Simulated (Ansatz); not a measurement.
# Al (Fm-3m) in Ansatz: notebook, part 2 of 2

Ansatz 0.2.0.

### 4 Single point, rPW86-PBE+rVV10, 15.61 Å³/atom (volume scaled by 0.94)

The input, input.yaml:

```yaml
crystal:
  lattice:
    - [0.0, 1.9834708509, 1.9834708509]
    - [1.9834708509, 0.0, 1.9834708509]
    - [1.9834708509, 1.9834708509, 0.0]
  atoms:
    - { symbol: Al, position: [0.0, 0.0, 0.0] }
hamiltonian:
  xc: { exchange: rpw86, correlation: pbe }
  pseudopotentials: { kind: paw }
  dispersion: rvv10
kpoints:
  mp_grid: { grid: [11, 11, 11] }
scf:
  occupations: { method: fermi_dirac, width: 0.05 }
output:
  forces: true
  stress: true
  eigenvalues: true
```

The run is started by

```
ansatz run input.yaml --threads 2 --pin off --max-ram 5120MiB --backend cpu --events-out ev --progress --plain --runs-dir out
```

It took 0.87 s on 2 threads of Intel Xeon Platinum 8259CL at 2.50GHz (Skylake/Cascade Lake), shared host; peak memory 0.34 GiB.

It converged, with:

```yaml
Free_energy: -547.1796 eV
Pressure: 4.1 GPa
Band_gap_on_the_k_mesh: none (metal or under the smearing width)
```

Caveat: the PAW data sets come from PBE, with cores solved anew for the run's functional, which leaves a small shift of forces and pressure.

### 5 Single point, rPW86-PBE+rVV10, 15.94 Å³/atom (volume scaled by 0.96)

input.yaml: that of step 4 with these lines changed.

```diff
@@ -2,5 +2,5 @@
   lattice:
-    - [0.0, 1.9834708509, 1.9834708509]
-    - [1.9834708509, 0.0, 1.9834708509]
-    - [1.9834708509, 1.9834708509, 0.0]
+    - [0.0, 1.9974394157, 1.9974394157]
+    - [1.9974394157, 0.0, 1.9974394157]
+    - [1.9974394157, 1.9974394157, 0.0]
   atoms:
```

The run is started by

```
ansatz run input.yaml --threads 2 --pin off --max-ram 5120MiB --backend cpu --events-out ev --progress --plain --runs-dir out
```

It took 0.94 s on 2 threads of Intel Xeon Platinum 8259CL at 2.50GHz (Skylake/Cascade Lake), shared host; peak memory 0.33 GiB.

It converged, with:

| Quantity | Value |
| --- | --- |
| Free energy | -547.1860 eV |
| Pressure | 2.1 GPa |
| Band gap on the k mesh | none (metal or under the smearing width) |

Caveat: the PAW data sets come from PBE, with cores solved anew for the run's functional, which leaves a small shift of forces and pressure.

### 6 Single point, rPW86-PBE+rVV10, 16.27 Å³/atom (volume scaled by 0.98)

input.yaml: that of step 5 with these lines changed.

```diff
@@ -2,5 +2,5 @@
   lattice:
-    - [0.0, 1.9974394157, 1.9974394157]
-    - [1.9974394157, 0.0, 1.9974394157]
-    - [1.9974394157, 1.9974394157, 0.0]
+    - [0.0, 2.0112152952, 2.0112152952]
+    - [2.0112152952, 0.0, 2.0112152952]
+    - [2.0112152952, 2.0112152952, 0.0]
   atoms:
```

Potentials or basis: Ansatz PAW.

The run is started by

```
ansatz run input.yaml --threads 2 --pin off --max-ram 5120MiB --backend cpu --events-out ev --progress --plain --runs-dir out
```

Run time: 0.95 s. Hardware: 2 threads of Intel Xeon Platinum 8259CL at 2.50GHz (Skylake/Cascade Lake), shared host; peak memory 0.34 GiB.

The run converged. Its results:

| Item | Value |
| --- | --- |
| Free energy | -547.1885 eV |
| Pressure | 0.3 GPa |
| Band gap on the k mesh | none (metal or under the smearing width) |

Caveat: the PAW data sets come from PBE, with cores solved anew for the run's functional, which leaves a small shift of forces and pressure.

### 7 Single point, rPW86-PBE+rVV10, 16.60 Å³/atom

input.yaml: that of step 6 with these lines changed.

```diff
@@ -2,5 +2,5 @@
   lattice:
-    - [0.0, 2.0112152952, 2.0112152952]
-    - [2.0112152952, 0.0, 2.0112152952]
-    - [2.0112152952, 2.0112152952, 0.0]
+    - [0.0, 2.024805, 2.024805]
+    - [2.024805, 0.0, 2.024805]
+    - [2.024805, 2.024805, 0.0]
   atoms:
```

The run is started by

```
ansatz run input.yaml --threads 2 --pin off --max-ram 5120MiB --backend cpu --events-out ev --progress --plain --runs-dir out
```

Run time: 0.86 s. Hardware: 2 threads of Intel Xeon Platinum 8259CL at 2.50GHz (Skylake/Cascade Lake), shared host; peak memory 0.34 GiB.

The run converged. Its results:

* Free energy: -547.1875 eV
* Pressure: -1.2 GPa
* Band gap on the k mesh: none (metal or under the smearing width)

Caveat: the PAW data sets come from PBE, with cores solved anew for the run's functional, which leaves a small shift of forces and pressure.

### 8 Single point, rPW86-PBE+rVV10, 16.93 Å³/atom (volume scaled by 1.02)

input.yaml: that of step 7 with these lines changed.

```diff
@@ -2,5 +2,5 @@
   lattice:
-    - [0.0, 2.024805, 2.024805]
-    - [2.024805, 0.0, 2.024805]
-    - [2.024805, 2.024805, 0.0]
+    - [0.0, 2.0382146954, 2.0382146954]
+    - [2.0382146954, 0.0, 2.0382146954]
+    - [2.0382146954, 2.0382146954, 0.0]
   atoms:
```

The run is started by

```
ansatz run input.yaml --threads 2 --pin off --max-ram 5120MiB --backend cpu --events-out ev --progress --plain --runs-dir out
```

It took 0.89 s on 2 threads of Intel Xeon Platinum 8259CL at 2.50GHz (Skylake/Cascade Lake), shared host; peak memory 0.34 GiB.

Results (log left out):

```
Free energy            : -547.1835 eV
Pressure               : -2.6 GPa
Band gap on the k mesh : none (metal or under the smearing width)
```

Caveat: the PAW data sets come from PBE, with cores solved anew for the run's functional, which leaves a small shift of forces and pressure.

### 9 Single point, rPW86-PBE+rVV10, 17.27 Å³/atom (volume scaled by 1.04)

input.yaml: that of step 8 with these lines changed.

```diff
@@ -2,5 +2,5 @@
   lattice:
-    - [0.0, 2.0382146954, 2.0382146954]
-    - [2.0382146954, 0.0, 2.0382146954]
-    - [2.0382146954, 2.0382146954, 0.0]
+    - [0.0, 2.0514502267, 2.0514502267]
+    - [2.0514502267, 0.0, 2.0514502267]
+    - [2.0514502267, 2.0514502267, 0.0]
   atoms:
```

Potentials or basis: Ansatz PAW.

The run is started by

```
ansatz run input.yaml --threads 2 --pin off --max-ram 5120MiB --backend cpu --events-out ev --progress --plain --runs-dir out
```

Wall time 0.85 s (2 threads of Intel Xeon Platinum 8259CL at 2.50GHz (Skylake/Cascade Lake), shared host); peak memory 0.33 GiB.

Results (log left out):

```
Free energy            : -547.1768 eV
Pressure               : -3.9 GPa
Band gap on the k mesh : none (metal or under the smearing width)
```

Caveat: the PAW data sets come from PBE, with cores solved anew for the run's functional, which leaves a small shift of forces and pressure.

### 10 Single point, rPW86-PBE+rVV10, 17.60 Å³/atom (volume scaled by 1.06)

input.yaml: that of step 9 with these lines changed.

```diff
@@ -2,5 +2,5 @@
   lattice:
-    - [0.0, 2.0514502267, 2.0514502267]
-    - [2.0514502267, 0.0, 2.0514502267]
-    - [2.0514502267, 2.0514502267, 0.0]
+    - [0.0, 2.0645171409, 2.0645171409]
+    - [2.0645171409, 0.0, 2.0645171409]
+    - [2.0645171409, 2.0645171409, 0.0]
   atoms:
```

The run is started by

```
ansatz run input.yaml --threads 2 --pin off --max-ram 5120MiB --backend cpu --events-out ev --progress --plain --runs-dir out
```

Wall time 0.87 s (2 threads of Intel Xeon Platinum 8259CL at 2.50GHz (Skylake/Cascade Lake), shared host); peak memory 0.33 GiB.

Results (log left out):

* Free energy: -547.1676 eV
* Pressure: -5.0 GPa
* Band gap on the k mesh: none (metal or under the smearing width)

Caveat: the PAW data sets come from PBE, with cores solved anew for the run's functional, which leaves a small shift of forces and pressure.

### 11 Equation of state, rPW86-PBE+rVV10

No new run: the results of the series are fitted here.

What came out:

```yaml
Equilibrium_volume: 16.34 Å³/atom
Bulk_modulus: 80 GPa
Pressure_derivative_of_the_bulk_modulus: 4.7
```

Energy against volume, from the lowest point:
| volume (Å³/atom) | energy (meV/atom) |
| --- | --- |
| 15.607 | 8.84 |
| 15.939 | 2.50 |
| 16.271 | 0.00 |
| 16.603 | 0.94 |
| 16.935 | 4.98 |
| 17.267 | 11.71 |
| 17.599 | 20.88 |

Caveat: the potentials were made for another functional, which shifts forces and pressure.

### 12 The runs side by side

| task | level | k mesh | cutoff (eV) | points for each segment of the path | q mesh | gap on the mesh (eV) |
| --- | --- | --- | --- | --- | --- | --- |
| band structure | r2SCAN | 11 × 11 × 11 | 500 | 14 | - | none |
| phonons | r2SCAN | 10 × 10 × 10 | 500 | 8 | 2 × 2 × 2 | none |
| equation of state | rPW86-PBE+rVV10 | 11 × 11 × 11 | 420 | - | - | - |

Alike in all rows: potentials or basis Ansatz PAW; no spin polarisation; cell as given; smearing fermi-dirac 0.05 eV.

Caveats: the PAW data sets come from PBE, with cores solved anew for the run's functional, which leaves a small shift of forces and pressure (some runs); some levels weren't fully converged (some runs); the potentials were made for another functional, which shifts forces and pressure (some runs).

Total energies depend on the potentials used, so only differences within one code and one set of settings carry meaning.

### 13 How close it comes

Step 11. Against the measured bulk modulus of Al, 76.9 GPa (quoted in “The interpretation of polycrystalline coherent inelastic neutron scattering from aluminium”, 2013, pmc:3831299), the calculated 80 GPa is off by +3.6 %. The fit is for a static lattice scaled at fixed shape and fixed fractional positions. The cell as given is a measured one (16.60 Å³/atom); rPW86-PBE+rVV10 puts the equilibrium volume -1.6 % from it, thermal expansion not counted.
